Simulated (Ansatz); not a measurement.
# ZnO: the gap under strain, fitted and tested

Plane-wave DFT in Ansatz, PBEsol, scalar-relativistic PAW potentials, cutoff 420 eV, no spin-orbit coupling; no spin polarisation. ZnO in space group P6_3mc. Strain along c alone; the other axes held, atoms relaxed (conventional cell); Kohn–Sham gaps sought over the whole zone.

```tsv
strain (%)	space group	gap (eV)
-6.0	P6_3mc	0.857
-4.0	P6_3mc	0.807
-2.0	P6_3mc	0.757
+0.0	P6_3mc	0.704
+2.0	P6_3mc	0.648
+4.0	P6_3mc	?
+6.0	P6_3mc	0.519
```

**Question.** Fit the given gaps and predict the missing one.

**Answer.** Next to zero the slopes are -27 meV per % on the compressed side and -28 on the stretched side. No break shows at zero, so all given rows go into a parabola: E_g = 0.704 -0.0280 ε -0.00045 ε² eV (ε in %; scatter 1 meV). At +4.0 % this gives 0.585 eV; the run gave 0.586 eV, 1 meV away. The fit holds.

Cost: about 2.6 core-minutes for the runs cited, on Intel Xeon Platinum 8259CL (Skylake/Cascade Lake) (shared hosts).